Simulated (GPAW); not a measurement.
Set up this calculation in GPAW 26.7.0, as an ASE script.

```yaml
Task: band structure
Functional: r2SCAN
Potentials_or_basis: GPAW PAW data sets (gpaw-data 1.2.1)
Cutoff: 600 eV
Basis: pw
k_mesh: 7 × 7 × 4
Occupations: fermi-dirac, width 0.05 eV
Spin: no spin polarisation
Maxiter: 150
Band_path: GMKGALHA,LM,KH
Band_points: 60
```

The system is PtS2.

```
Pt S
1.0
     3.54320    0.00000    0.00000
    -1.77160    3.06850    0.00000
     0.00000    0.00000    5.03880
Pt S
1 2
Direct
  0.00000 0.00000 0.00000
  0.66667 0.33333 0.77300
  0.33333 0.66667 0.22700
```

These files were run (other wordings do the same):

run.py

```python
from ase import Atoms
from ase.dft.bandgap import bandgap
from ase.io import write
from ase.units import GPa
from gpaw import GPAW, PW

atoms = Atoms(['Pt', 'S', 'S'],
              cell=[[3.5432, 0.0, 0.0],
                    [-1.7716, 3.0685012107, 0.0],
                    [0.0, 0.0, 5.0388]],
              scaled_positions=[[0.0, 0.0, 0.0],
                                [0.6666666667, 0.3333333333, 0.773],
                                [0.3333333333, 0.6666666667, 0.227]],
              pbc=True)

calc = GPAW(mode=PW(600),
            xc='MGGA_X_R2SCAN+MGGA_C_R2SCAN',
            kpts={'size': (7, 7, 4), 'gamma': True},
            occupations={'name': 'fermi-dirac', 'width': 0.05},
            nbands=26,
            convergence={'density': 1e-05, 'energy': 1e-05},
            maxiter=150,
            txt='gpaw.txt')
atoms.calc = calc
energy = atoms.get_potential_energy()
forces = atoms.get_forces()
stress = atoms.get_stress()
calc.write('gs.gpw')
write('result.traj', atoms)
print(f'Energy: {energy:.6f} eV')
print('Forces (eV/A):')
print(forces.round(4))
print('Stress (GPa):', (stress / GPa).round(3))
print('Fermi level:', round(calc.get_fermi_level(), 4), 'eV')
print(f'Gap: {bandgap(calc)[0]:.4f} eV, direct: {bandgap(calc, direct=True)[0]:.4f} eV')

path = atoms.cell.bandpath('GMKGALHA,LM,KH', npoints=60, eps=1e-4)
bs_calc = calc.fixed_density(kpts=path, symmetry='off', nbands=40,
                             convergence={'bands': 'CBM+6.0', 'eigenstates': 1e-6}, txt='bands.txt')
bs = bs_calc.band_structure()
bs.write('bs.json')
print(f'Gap on the path: {bandgap(bs_calc)[0]:.4f} eV')
```

Potentials or basis: GPAW PAW data sets (gpaw-data 1.2.1), pw.

Run with:

```sh
$ OMP_NUM_THREADS=1 python run.py
```

Results of the run:

| Quantity | Value |
| --- | --- |
| Pressure | 9.2 GPa |
| Largest force | 1.223 eV/Å |
| Band gap on the k mesh | 0.98 eV, indirect (least direct gap 1.17 eV) |
| Band gap along the path | 1.15 eV, indirect (least direct gap 1.73 eV) |

Caveat: the PAW data sets were made with another functional, which shifts forces and pressure a little; spin-orbit coupling is left out, which moves the levels of the heavy elements.

It took 3 min on 1 thread of Arm Neoverse V2, with other jobs on the host, peak memory 0.42 GiB.
